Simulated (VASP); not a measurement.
# BaTe (Pm-3m) in VASP: settings compared, part 2 of 2

VASP 6.6.1. Earlier steps stand in the parts before.

**3. G0W0 quasiparticle levels, PBE**

Contents of POSCAR:

```
BaTe
1.0
    4.2624660000      0.0000000000      0.0000000000
    0.0000000000      4.2624660000      0.0000000000
    0.0000000000      0.0000000000      4.2624660000
Ba Te
1 1
Direct
    0.0000000000      0.0000000000      0.0000000000
    0.5000000000      0.5000000000      0.5000000000
```

Contents of INCAR.step1:

```
ALGO = Fast
EDIFF = 1E-8
ENCUT = 450
GGA = PE
ISMEAR = 0
LASPH = T
LCHARG = F
LREAL = F
LWAVE = T
NELM = 80
PREC = Accurate
SIGMA = 0.01
```

Contents of INCAR.step2:

```
ALGO = Exact
EDIFF = 1E-8
ENCUT = 450
GGA = PE
ISMEAR = 0
ISTART = 1
LASPH = T
LCHARG = F
LOPTICS = T
LREAL = F
LWAVE = T
NBANDS = 331
NELM = 1
PREC = Accurate
SIGMA = 0.01
```

Contents of INCAR.step3:

```
ALGO = EVGW0
EDIFF = 1E-8
ENCUT = 450
ENCUTGW = 150
GGA = PE
ISMEAR = 0
ISTART = 1
LASPH = T
LCHARG = F
LREAL = F
LWAVE = F
NBANDS = 331
NBANDSGW = 16
NELMGW = 1
NOMEGA = 50
PREC = Accurate
PRECFOCK = Fast
SIGMA = 0.01
```

Contents of KPOINTS:

```
k-points
0
Gamma
  4 4 4
```

Potentials or basis: VASP PAW PBE potentials, release 64 (Ba_sv_GW, Te_GW).

The run is started by

```sh
$ cat potpaw_PBE.64/Ba_sv_GW/POTCAR potpaw_PBE.64/Te_GW/POTCAR > POTCAR
$ cp INCAR.step1 INCAR
$ mpirun -np 1 vasp_std > vasp.out
$ cp INCAR.step2 INCAR
$ mpirun -np 1 vasp_std > vasp.out
$ cp INCAR.step3 INCAR
$ mpirun -np 1 vasp_std > vasp.out
```

OUTCAR:

```text
EDIFF = 1E-8
   ENCUT = 450
   ENCUTGW = 150
   GGA = PE
   ISMEAR = 0
   ISTART = 1
   LASPH = T
   LREAL = F
   NELMGW = 1
   PREC = Accurate
   PRECFOCK = Fast

 ion  position               nearest neighbor table
   1  0.000  0.000  0.000-
   2  0.500  0.500  0.500-

  LATTYP: Found a simple cubic cell.
 ALAT       =     4.2624660000

  Lattice vectors:
[... 156 lines left out ...]
   ENCUTGW             = 150.0    cutoff for response function in eV
   ENCUTGWSOFT         = 120.0    soft cutoff for Coulomb kernel in GW response function in eV
   ENCUTLF             =  -1.0    cutoff for local field effects
   NELMGW              =     1    number of iterations in solving QP/BSE equation
   NELMHF              =     1    number of iterations in the inner HF iteration
   NKREDLFX            =     1    NKREDLFY  =   1   NKREDLFZ  =   1
 non-spin polarized calculation
 Gauss-broadening in eV      SIGMA  =   0.01
  energy-cutoff  :      450.00
  volume of cell :       77.44
 maximum number of plane-waves:      1743
 NGX is ok and might be reduce to    30
  NGX = 16; NGY = 16; NGZ = 16
   NGX = 15   NGY = 15   NGZ = 15
 maximum number of plane-waves:       341

 QP shifts <psi_nk| G(iteration)W_0 |psi_nk>: iteration 1
 for sc-GW calculations column KS-energies equals QP-energies in previous step
 and V_xc(KS)=  KS-energies - (<T + V_ion + V_H > + <T+V_H+V_ion>^1  + <V_x>^1)

 k-point   1 :       0.0000    0.0000    0.0000
  band No.  KS-energies  QP-energies   sigma(KS)   V_xc(KS)     V^pw_x(r,r')   Z            occupation Imag(sigma)

      1     -22.9082     -23.4727     -16.1310     -15.1577     -24.3653       0.5799       2.0000       1.1096
      2      -7.9447      -9.1735     -15.6447     -13.8941     -18.9553       0.7019       2.0000       0.3122
      3      -7.9447      -9.1735     -15.6447     -13.8941     -18.9553       0.7019       2.0000       0.3122
      4      -7.9447      -9.1735     -15.6447     -13.8941     -18.9553       0.7019       2.0000       0.3122
      5      -5.1707      -5.8882     -11.9888     -10.9215     -17.0799       0.6722       2.0000       1.0707
      6       4.7816       4.0112     -11.4648     -10.4402     -12.5154       0.7519       2.0000       0.1189
[... 175 lines left out ...]
      2      -8.2118      -9.4243     -15.3597     -13.6192     -18.7319       0.6966       2.0000       0.3136
      3      -8.2118      -9.4243     -15.3597     -13.6192     -18.7319       0.6966       2.0000       0.3136
      4      -8.2118      -9.4243     -15.3597     -13.6192     -18.7319       0.6966       2.0000       0.3136
      5      -4.2482      -4.9352     -12.4520     -11.4626     -17.1042       0.6943       2.0000       0.9227
      6       2.3023       1.4543     -10.5064      -9.3398     -12.3569       0.7268       2.0000       0.2106
[... 8 lines left out ...]
     15      11.5350      12.1422     -10.3590     -11.1858      -4.9835       0.7344       0.0000      -0.4354
     16      11.5350      12.1422     -10.3590     -11.1858      -4.9835       0.7344       0.0000      -0.4354
```

OUTCAR.step1:

```text
EDIFF = 1E-8
   ENCUT = 450
   GGA = PE
   ISMEAR = 0
   LASPH = T
[... 356 lines left out ...]
 -----------------------------------------------------------------------------------
      0.00000      0.00000      0.00000         0.000000      0.000000      0.000000
      2.13123      2.13123      2.13123         0.000000      0.000000      0.000000
 -----------------------------------------------------------------------------------
    total drift:                               -0.000000     -0.000000     -0.000000

  FREE ENERGIE OF THE ION-ELECTRON SYSTEM (eV)
  ---------------------------------------------------
  free  energy   TOTEN  =        -9.6574017372 eV

  energy  without entropy=       -9.6574017372  energy(sigma->0) =       -9.65740174
```

OUTCAR.step2:

```text
EDIFF = 1E-8
   ENCUT = 450
   GGA = PE
   ISMEAR = 0
[... 770 lines left out ...]
  --------------------------------------------------------------------------------------------------------------
     0.00000    11.37337    11.37337    11.37337     0.00000     0.00000     0.00000
     2.00855     7.30429     7.30429     7.30429     0.00000     0.00000     0.00000
     4.01710     2.31221     2.31221     2.31221     0.00000     0.00000     0.00000
     6.02566    -2.36087    -2.36087    -2.36087    -0.00000    -0.00000    -0.00000
     8.03421    -1.60525    -1.60525    -1.60525    -0.00000    -0.00000    -0.00000
    10.04276    -0.08223    -0.08223    -0.08223    -0.00000    -0.00000    -0.00000
[... 92 lines left out ...]
   196.83814     0.99151     0.99151     0.99151     0.00000     0.00000    -0.00000
   198.84669     0.99169     0.99169     0.99169     0.00000     0.00000    -0.00000
```

Run time: 5.1 min. Hardware: 1 thread of Intel Xeon 6975P-C (Granite Rapids), shared host; peak memory 0.99 GiB.

Results:

* Band gap on the k mesh, mean-field level: 0.86 eV, indirect (least direct gap 1.06 eV)
* Quasiparticle gap: 1.74 eV
* Least direct quasiparticle gap: 1.93 eV

Levels at points of the mesh, in eV from the valence-band top:
| k point | band 4 | band 5 | band 6 | band 7 | band 8 | band 9 | band 10 | band 11 | band 12 |
| --- | --- | --- | --- | --- | --- | --- | --- | --- | --- |
| (0.00, 0.00, 0.00) | -13.07 | -10.30 | -0.35 | -0.35 | -0.35 | 0.86 | 0.86 | 2.43 | 4.61 |
| (0.50, 0.00, 0.00) | -13.02 | -9.56 | -3.31 | -0.80 | -0.80 | 1.66 | 4.36 | 4.94 | 4.99 |
| (0.50, 0.50, 0.00) | -12.99 | -9.75 | -1.99 | -1.99 | 0.00 | 1.06 | 2.58 | 2.98 | 2.98 |
| (0.50, 0.50, 0.50) | -13.34 | -9.38 | -2.83 | -2.83 | -2.83 | 4.73 | 4.73 | 4.73 | 6.33 |

Caveat: bands, screening cutoff and mesh are small and nothing is extrapolated, so the quasiparticle values aren't converged; spin-orbit coupling is left out, which moves the levels of the heavy elements.

**4. Band structure, PBE0**

POSCAR is that of step 3.

Contents of INCAR.step1:

```
SYSTEM = BaTe
PREC = Accurate ; ENCUT = 520
EDIFF = 1E-5 ; ISMEAR = 0
SIGMA = 0.02 ; LREAL = .False.
LASPH = .True. ; NELM = 100
ALGO = Normal ; ISIF = 2
LWAVE = .True. ; LCHARG = .False.
GGA = PE
```

Contents of INCAR.step2:

```
SYSTEM = BaTe
PREC = Accurate ; ENCUT = 520
EDIFF = 1E-6 ; ISMEAR = 0
SIGMA = 0.02 ; LREAL = .False.
LASPH = .True. ; NELM = 100
ALGO = Normal ; ISIF = 2
LWAVE = .False. ; LCHARG = .False.
GGA = PE ; LHFCALC = .True.
AEXX = 0.25 ; PRECFOCK = Fast
ISTART = 1 ; HFRCUT = -1
```

Contents of KPOINTS:

```
Automatic mesh
0
Gamma
  4 4 4
  0 0 0
```

Contents of KPOINTS_OPT:

```
path GXMGRX,MR
10
line-mode
reciprocal
 0.0000000000  0.0000000000  0.0000000000  G
 0.0000000000  0.5000000000  0.0000000000  X

 0.0000000000  0.5000000000  0.0000000000  X
 0.5000000000  0.5000000000  0.0000000000  M

 0.5000000000  0.5000000000  0.0000000000  M
 0.0000000000  0.0000000000  0.0000000000  G

 0.0000000000  0.0000000000  0.0000000000  G
 0.5000000000  0.5000000000  0.5000000000  R

 0.5000000000  0.5000000000  0.5000000000  R
 0.0000000000  0.5000000000  0.0000000000  X

 0.5000000000  0.5000000000  0.0000000000  M
 0.5000000000  0.5000000000  0.5000000000  R
```

Potentials or basis: VASP PAW PBE potentials, release 64 (Ba_sv, Te).

The run is started by

```sh
$ cat potpaw_PBE.64/Ba_sv/POTCAR potpaw_PBE.64/Te/POTCAR > POTCAR
$ cp INCAR.step1 INCAR
$ mpirun -np 1 vasp_std > vasp.out
$ cp INCAR.step2 INCAR
$ mpirun -np 1 vasp_std > vasp.out
```

It took 11 min on 1 thread of Intel Xeon Platinum 8488C (Sapphire Rapids), shared host; peak memory 0.22 GiB.

Results (log left out):

```yaml
Free_energy: -9.9727 eV
Pressure: -0.5 GPa
Band_gap_on_the_k_mesh: 2.14 eV, indirect (least direct gap 2.32 eV)
Band_gap_along_the_path: 2.14 eV, indirect (least direct gap 2.32 eV)
```

Levels at the corners of the path, in eV from the valence-band top:
```csv
point,band 5,band 6,band 7,band 8,band 9,band 10,band 11,band 12
Γ,-11.38,-0.45,-0.45,-0.45,2.14,2.14,3.71,6.15
X,-10.51,-3.76,-0.96,-0.96,3.08,6.25,6.37,6.62
X,-10.51,-3.76,-0.96,-0.96,3.08,6.26,6.38,6.63
M,-10.76,-2.30,-2.30,0.00,2.32,3.92,4.37,4.37
M,-10.76,-2.30,-2.30,0.00,2.32,3.92,4.37,4.37
Γ,-11.38,-0.45,-0.45,-0.45,2.14,2.14,3.71,6.15
Γ,-11.38,-0.45,-0.45,-0.45,2.14,2.14,3.71,6.15
R,-10.32,-3.22,-3.22,-3.22,6.16,6.16,6.16,8.06
R,-10.32,-3.22,-3.22,-3.22,6.16,6.17,6.17,8.08
X,-10.51,-3.76,-0.96,-0.96,3.08,6.25,6.37,6.61
M,-10.76,-2.30,-2.30,0.00,2.32,3.92,4.37,4.37
R,-10.32,-3.22,-3.22,-3.22,6.16,6.16,6.17,8.07
```

Caveat: the PAW data sets were made with another functional, which shifts forces and pressure a little; spin-orbit coupling is left out, which moves the levels of the heavy elements.
